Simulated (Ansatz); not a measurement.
# Al under changes of volume

One of the cells (16.603 Å³/atom); the others are scaled copies at fixed shape and fractional positions:

```
Al
1.0
     0.00000    2.02481    2.02481
     2.02481    0.00000    2.02481
     2.02481    2.02481    0.00000
Al
1
Cartesian
  0.0000 0.0000 0.0000
```

```yaml
Program: Ansatz 0.2.0
Functional: revPBE
Dispersion: D3(BJ)
Potentials_or_basis: SSSP efficiency PAW
Cutoff: 408 eV
Density_cutoff: 4082 eV
k_mesh: 11 × 11 × 11
Occupations: fermi-dirac, width 0.025 eV
Spin: collinear spin, random start
Starting_moments: "[0.12] μB"
```

```tsv
volume (Å³/atom)	energy over the lowest point (meV/atom)	pressure (GPa)
15.607	0.00	-1.0
15.939	3.99	-2.8
16.271	11.48	-4.4
16.603	22.06	-5.8
16.935	35.39	-7.0
17.267	51.16	-8.1
17.599	?	?
```

**Question.** What does the run at 17.599 Å³/atom give?

**Answer.** Energy over the lowest point 69.10 meV/atom; pressure -9.1 GPa.

Worked out: A Birch-Murnaghan fit of order 3 (a polynomial in V^(-2/3)) to the other rows has its minimum at 15.43 Å³/atom, just outside them, with B0 = V·E''(V) = 94 GPa and B' = 4.6. It gives 69.09 meV/atom at 17.599 Å³/atom, against the run's 69.10, and -dE/dV = -9.1 GPa, against -9.1.

Energies are extrapolated to zero smearing.

Caveats: pairwise dispersion overbinds metals, which lowers pressure and volume; the starting moments weren't kept.
